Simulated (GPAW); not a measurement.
Runs of GPAW 26.7.0 on P. Symmetry: Cmce, No. 64, orthorhombic system. The conventional cell has a = 3.295 Å, b = 10.930 Å, c = 4.544 Å, α = 90.00°, β = 90.00°, γ = 90.00°. P (site symmetry m) is surrounded by 3 P at 2.20 to 2.25 Å. 

```tsv
task	level	potentials or basis	cell	cutoff (eV)	optimizer	fmax	max steps	band path	band points	grid spacing	gap on the mesh (eV)	pressure (GPa)	relaxed volume (Å³/atom)	largest force (eV/Å)
relaxation of cell and atoms	SCAN+D3(BJ)	GPAW PAW data sets (gpaw-data 1.2.1), pw	relaxed	600	BFGS	0.02 eV/Å	60	-	-	-	0.50	-0.1	19.44	0.01
relaxation of cell and atoms	LDA	the program's PAW data sets (release 1.2.1) made for this functional, pw	relaxed	600	BFGS	0.02 eV/Å	40	-	-	-	none	-0.1	16.78	0.02
band structure	PBE	GPAW PAW data sets (gpaw-data 1.2.1), fd	as given	-	-	-	-	GXSRAZGYX1A1TY,ZT	100	0.16 Å	-	-	-	(b)
single point	TB-mBJ	GPAW PAW data sets for LDA (gpaw-data 1.2.1), pw	as given	600	-	-	-	-	-	-	(a)	-	-	-
relaxation of cell and atoms	BLYP+D4	PAW data sets generated in the run's folder for this functional, pw	relaxed	600	FIRE	0.02 eV/Å	60	-	-	-	0.25	0.0	18.61	0.01
```

Alike in all rows: no spin polarisation; k mesh 5 × 5 × 4; smearing fermi-dirac 0.05 eV; the mesh is coarse, so values aren't converged.

Problem. Fill in the values left out.

Solution. (a) 0.91; (b) 0.37.

Caveats: some runs use coarse meshes; later steps reuse the first step's grids (some runs); an odd mesh through Γ misses points on the zone boundary, where band edges often lie (some runs); the PAW data sets were made with another functional, which shifts forces and pressure a little (some runs); the volume moved by over 15 % at a fixed basis, so the end points are rough (some runs); the real-space grid adds noise to forces (some runs); real-space grids are poor in so skewed a cell (some runs); a model potential gives levels but no total energy (some runs).

A gap of «none» marks a metal or a gap under the smearing width.

Not every run made on this cell is shown here.
